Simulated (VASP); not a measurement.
# P (Cmce) in VASP: a series of runs

The runs below take P through single point, with PBE.

Program: VASP 6.6.1. These are calculated values, not measurements. Logs are shortened: lines on timing, memory, paths and dates and some standing lists are left out, and cuts for length are marked.

### Step 1. The crystal as given

It takes space group Cmce (No. 64, orthorhombic). The conventional cell has a = 3.295 Å, b = 10.930 Å, c = 4.544 Å, α = 90.00°, β = 90.00°, γ = 90.00°. P (site symmetry m) has 3 P at 2.20 to 2.25 Å as nearest neighbours.

### Step 2. Single point, PBE

INCAR

```
SYSTEM = P
PREC = Accurate ; ENCUT = 550
EDIFF = 1E-6 ; ISMEAR = 0
SIGMA = 0.1 ; LREAL = .FALSE.
LASPH = .TRUE. ; NELM = 80
ALGO = Fast ; ISIF = 2
LWAVE = .FALSE. ; LCHARG = .FALSE.
GGA = PE ; NBANDS = 18
```

KPOINTS

```
regular mesh
0
G
  8 8 6
  0 0 0
```

POSCAR

```
P
5.708
    0.288672586563     -0.957434780151      0.000000000000
    0.288672586563      0.957434780151      0.000000000000
    0.000000000000      0.000000000000      0.796011841275
P
4
Direct
    0.9041431300      0.0958568700      0.5888151700
    0.0958568700      0.9041431300      0.4111848300
    0.5958568700      0.4041431300      0.0888151700
    0.4041431300      0.5958568700      0.9111848300
```

Potentials or basis: VASP PAW PBE potentials, release 64 (P_GW).

Command:

```sh
$ cat potpaw_PBE.64/P_GW/POTCAR > POTCAR
$ mpirun -np 1 vasp_std > vasp.out
```

OUTCAR:

```text
SYSTEM = P
   PREC = Accurate
   ENCUT = 550
   EDIFF = 1E-6
   ISMEAR = 0
   LREAL = .FALSE.
   LASPH = .TRUE.
   NELM = 80
   ISIF = 2
   GGA = PE

 ion  position               nearest neighbor table
   1  0.904  0.096  0.589-   4 2.20   4 2.20   2 2.25
   2  0.096  0.904  0.411-   3 2.20   3 2.20   1 2.25
   3  0.596  0.404  0.089-   2 2.20   2 2.20   4 2.25
   4  0.404  0.596  0.911-   1 2.20   1 2.20   3 2.25

  LATTYP: Found a base centered orthorhombic cell.
 ALAT       =     3.2954862482
 B/A-ratio  =     3.3166806435
 C/A-ratio  =     1.3787451222

  Lattice vectors:

 A1 = (   1.6477431241,  -5.4650377251,   0.0000000000)
 A2 = (   1.6477431241,   5.4650377251,   0.0000000000)
 A3 = (   0.0000000000,   0.0000000000,   4.5436355900)

Analysis of symmetry for initial positions (statically):
=====================================================================
 Subroutine PRICEL returns:
 Original cell was already a primitive cell.

 Routine SETGRP: Setting up the symmetry group for a
 base centered orthorhombic supercell.

 Subroutine GETGRP returns: Found  8 space group operations
 (whereof  4 operations were pure point group operations)
 out of a pool of  8 trial point group operations.

The static configuration has the point symmetry C_2h.
 The point group associated with its full space group is D_2h.

Analysis of symmetry for dynamics (positions and initial velocities):
=====================================================================
 Subroutine PRICEL returns:
 Original cell was already a primitive cell.

 Routine SETGRP: Setting up the symmetry group for a
 base centered orthorhombic supercell.

 Subroutine GETGRP returns: Found  8 space group operations
 (whereof  4 operations were pure point group operations)
 out of a pool of  8 trial point group operations.

The dynamic configuration has the point symmetry C_2h.
 The point group associated with its full space group is D_2h.

 Subroutine INISYM returns: Found  8 space group operations
 (whereof  4 operations are pure point group operations),
 and found     1 'primitive' translations

----------------------------------------------------------------------------------------

                                     Primitive cell

  volume of cell :      81.8307

  direct lattice vectors                    reciprocal lattice vectors
     1.647743124 -5.465037725  0.000000000     0.303445357 -0.091490677  0.000000000
     1.647743124  5.465037725  0.000000000     0.303445357  0.091490677  0.000000000
     0.000000000  0.000000000  4.543635590     0.000000000  0.000000000  0.220088073
[... 94 lines left out ...]
   ISIF   =      2    stress and relaxation
   ISYM   =      2    0-nonsym 1-usesym 2-fastsym
   POTIM  = 0.5000    time-step for ionic-motion
   TEBEG  =    0.0;   TEEND  =   0.0 temperature during run
   PSTRESS=    0.0 pullay stress
   NELECT =      20.0000    total number of electrons
   NUPDOWN=      -1.0000    fix difference up-down
   EMIN   =  10.00;   EMAX   =-10.00  energy-range for DOS
   EFERMI =   0.00;   METHOD = LEGACY
   ISMEAR =     0;   SIGMA  =   0.10  broadening in eV -4-tet -1-fermi 0-gaus
   EFERMI_NEDOS =   21; number of points for ismear=-14 and -15
   IALGO  =     68    algorithm
   IMIX   =      4    mixing-type and parameters
     AMIX     =   0.40;   BMIX     =  1.00
     AMIX_MAG =   1.60;   BMIX_MAG =  1.00
  volume/ion in A,a.u.               =      20.46       138.06
  Fermi-wavevector in a.u.,A,eV,Ry     =   1.023559  1.934246 14.254450  1.047673
  Thomas-Fermi vector in A             =   2.157299
   LORBIT       =      0    0 simple, 1 ext, 2 COOP (PROOUT), +10 PAW based schemes
   GGA     = PE    functional components
   LHFCALC =     F    Hartree Fock is set to
   AEXX    =    0.0000 exact exchange contribution
   IVDW    =     0    specifies the selected vdW correction
   LEPSILON=     F    determine dielectric tensor
   LRPA    =     F    only Hartree local field effects (RPA)
 non-spin polarized calculation
 RMM-DIIS sequential band-by-band and
 Gauss-broadening in eV      SIGMA  =   0.10
  energy-cutoff  :      550.00
  volume of cell :       81.83
 maximum number of plane-waves:      2420
 NGX is ok and might be reduce to    48
   NGX = 21   NGY = 21   NGZ = 17

 number of electron      20.0000001 magnetization

 Free energy of the ion-electron system (eV)
  ---------------------------------------------------
  ext. energy  EPLUGINS =         0.00000000
  ---------------------------------------------------
  free energy    TOTEN  =       -21.39611732 eV

  energy without entropy =      -21.39588216  energy(sigma->0) =      -21.39599974

 E-fermi :   5.5472     XC(G=0):  -9.4732

 val. band max:        5.4993348714   @ k =   0.5000   0.5000   0.0000
 cond. band min:       5.5949543766   @ k =   0.5000   0.5000   0.0000
 fundamental gap:      0.0956195052
 Fermi energy:         5.5472364001

 k-point     1 :       0.0000    0.0000    0.0000
  band No.  band energies     occupation
      1     -10.3630      2.00000
      2      -7.6154      2.00000
      3      -4.3311      2.00000
      4      -1.2992      2.00000
      5       0.5392      2.00000
      6       0.5902      2.00000
[... 481 lines left out ...]
      5      -0.7963      2.00000
      6      -0.3648      2.00000
[... 10 lines left out ...]
     17      10.9695      0.00000
     18      12.2391      0.00000

 [... further k-points ...]

------------------------ aborting loop because EDIFF is reached ----------------------------------------

  FORCE on cell =-STRESS in cart. coord.  units (eV):
  Direction    XX          YY          ZZ          XY          YZ          ZX
  --------------------------------------------------------------------------------------
  -------------------------------------------------------------------------------------
  Total        0.9743693      1.0206946      1.1485206      0.0000000      0.0000000      0.0000000
  in kB       19.0773484     19.9843606     22.4870871      0.0000000      0.0000000      0.0000000
  external PRESSURE =      20.5162654 kB  Pullay stress =       0.0000000 kB

 VOLUME and BASIS-vectors are now :
 -----------------------------------------------------------------------------
  energy-cutoff  :      550.00
  volume of cell :       81.83
      direct lattice vectors                 reciprocal lattice vectors
     1.647743124 -5.465037725  0.000000000     0.303445357 -0.091490677  0.000000000
     1.647743124  5.465037725  0.000000000     0.303445357  0.091490677  0.000000000
     0.000000000  0.000000000  4.543635590     0.000000000  0.000000000  0.220088073

 POSITION                                       TOTAL-FORCE (eV/Angst)
 -----------------------------------------------------------------------------------
      1.64774     -4.41731      2.67536         0.000000      0.176401     -0.298803
      1.64774      4.41731      1.86827         0.000000     -0.176401      0.298803
      1.64774     -1.04772      0.40354         0.000000     -0.176401     -0.298803
      1.64774      1.04772      4.14009         0.000000      0.176401      0.298803
 -----------------------------------------------------------------------------------
    total drift:                                0.000000     -0.000000     -0.000000

  FREE ENERGIE OF THE ION-ELECTRON SYSTEM (eV)
  ---------------------------------------------------
  free  energy   TOTEN  =       -21.3961173229 eV

  energy  without entropy=      -21.3958821559  energy(sigma->0) =      -21.39599974
```

OSZICAR:

```text
N       E                     dE             d eps       ncg     rms          rms(c)
DAV:   1     0.808854369569E+02    0.80885E+02   -0.84368E+03  3024   0.989E+02
DAV:   2    -0.155221511414E+02   -0.96408E+02   -0.92162E+02  5118   0.247E+02
DAV:   3    -0.212915802079E+02   -0.57694E+01   -0.57280E+01  4360   0.460E+01
DAV:   4    -0.215913603081E+02   -0.29978E+00   -0.29963E+00  4870   0.142E+01
DAV:   5    -0.215937887414E+02   -0.24284E-02   -0.24281E-02  4318   0.109E+00    0.366E+00
RMM:   6    -0.214564427771E+02    0.13735E+00   -0.54491E-02  3301   0.118E+00    0.219E+00
RMM:   7    -0.213947569598E+02    0.61686E-01   -0.12423E-01  3393   0.185E+00    0.182E-01
RMM:   8    -0.213955321759E+02   -0.77522E-03   -0.12017E-02  3789   0.808E-01    0.364E-02
RMM:   9    -0.213960241833E+02   -0.49201E-03   -0.50993E-03  4759   0.465E-01    0.441E-02
RMM:  10    -0.213960864791E+02   -0.62296E-04   -0.53305E-04  4415   0.120E-01    0.298E-02
RMM:  11    -0.213961145379E+02   -0.28059E-04   -0.10646E-04  4665   0.602E-02    0.246E-02
RMM:  12    -0.213961168354E+02   -0.22975E-05   -0.29113E-05  3842   0.325E-02    0.586E-03
RMM:  13    -0.213961173229E+02   -0.48747E-06   -0.82044E-06  3839   0.171E-02
   1 F= -.21396117E+02 E0= -.21396000E+02  d E =-.235167E-03
```

Run time: 2.8 min. Hardware: 1 thread of Intel Xeon Platinum 8488C (Sapphire Rapids), shared host; peak memory 0.32 GiB.

What came out:

- Free energy: -21.3961 eV
- Pressure: 2.1 GPa
- Largest force: 0.347 eV/Å
- Band gap on the k mesh: 0.10 eV, direct

Forces in eV/Å, atoms in the order of the input:
```
P    0.000  0.176 -0.299
P    0.000 -0.176  0.299
P    0.000 -0.176 -0.299
P    0.000  0.176  0.299
```

Stress tensor (GPa, compression positive):
```
1.91 0.00 0.00
0.00 2.00 0.00
0.00 0.00 2.25
```

Levels at points of the mesh, in eV from the valence-band top:
```
           k point  band 7  band 8  band 9  band 10  band 11  band 12  band 13  band 14
(0.00, 0.00, 0.00)   -4.10   -2.80   -2.61    -1.23     0.54     0.97     1.85     2.78
(0.50, 0.00, 0.00)   -3.40   -3.40   -2.66    -2.66     0.63     0.63     1.45     1.45
(0.50, 0.50, 0.00)   -4.20   -2.45   -1.59     0.00     0.10     0.74     2.06     2.68
(0.00, 0.00, 0.50)   -3.32   -3.32   -1.68    -1.68     1.39     1.39     2.86     2.86
(0.50, 0.00, 0.50)   -5.32   -5.32   -1.82    -1.82     1.62     1.62     3.38     3.38
(0.50, 0.50, 0.50)   -2.81   -2.81   -2.00    -2.00     1.36     1.36     2.54     2.54
```

### Step 3. Single point, PBE

run.py

```python
from ase.calculators.vasp import Vasp
from ase.dft.bandgap import bandgap
from ase.spacegroup import crystal

atoms = crystal(
    ['P'],
    basis=[[0.5, 0.59585687, 0.58881517]],
    spacegroup=64,
    setting=1,
    cellpar=[3.29548625, 10.93007545, 4.54363559, 90.0, 90.0, 90.0],
    primitive_cell=True,
)
calc = Vasp(
    directory='calc',
    xc='pbe',
    pp='PBE',
    setups='gw',
    prec='Accurate',
    encut=550,
    ediff=1e-06,
    ismear=0,
    sigma=0.1,
    lreal=False,
    lasph=True,
    nelm=100,
    algo='Fast',
    isif=2,
    lwave=False,
    lcharg=False,
    kpts=[8, 8, 6],
    gamma=True,
)
atoms.calc = calc

print('energy (eV):', atoms.get_potential_energy())
print('free energy (eV):', atoms.get_potential_energy(force_consistent=True))
print('forces (eV/A):')
print(atoms.get_forces())
print('stress (eV/A^3, Voigt):', atoms.get_stress())
print('Fermi level (eV):', calc.get_fermi_level())
gap, top, bottom = bandgap(calc)
print('band gap (eV):', gap, 'from (spin, k, band)', top, 'to', bottom)
```

Potentials or basis: VASP PAW PBE potentials, release 64 (P_GW).

Command:

```sh
$ python run.py
```

Run time: 3.2 min. Hardware: 1 thread of Intel Xeon Platinum 8488C (Sapphire Rapids), shared host; peak memory 0.31 GiB.

The run converged. Its results:

```
Free energy            : -21.3961 eV
Pressure               : 2.1 GPa
Largest force          : 0.345 eV/Å
Band gap on the k mesh : 0.10 eV, direct
```

Forces on the atoms (eV/Å):
```
P    0.000  0.175 -0.298
P    0.000 -0.175 -0.298
P    0.000  0.175  0.298
P    0.000 -0.175  0.298
```

Stress tensor (GPa, compression positive):
```
2.00 0.00 0.00
0.00 2.10 0.00
0.00 0.00 2.33
```

Levels at points of the mesh, in eV from the valence-band top:
| k point | band 8 | band 9 | band 10 | band 11 | band 12 | band 13 |
| --- | --- | --- | --- | --- | --- | --- |
| (0.00, 0.00, 0.00) | -2.80 | -2.61 | -1.23 | 0.54 | 0.97 | 1.85 |
| (0.50, 0.00, 0.00) | -3.40 | -2.66 | -2.66 | 0.63 | 0.63 | 1.45 |
| (0.50, 0.50, 0.00) | -2.45 | -1.59 | 0.00 | 0.10 | 0.74 | 2.06 |
| (0.00, 0.00, 0.50) | -3.32 | -1.68 | -1.68 | 1.39 | 1.39 | 2.86 |
| (0.50, 0.00, 0.50) | -5.32 | -1.82 | -1.82 | 1.62 | 1.62 | 3.38 |
| (0.50, 0.50, 0.50) | -2.81 | -2.00 | -2.00 | 1.37 | 1.37 | 2.54 |

A k mesh can miss the band edges. A hybrid or GW would open this gap; PBE tends to underestimate it.
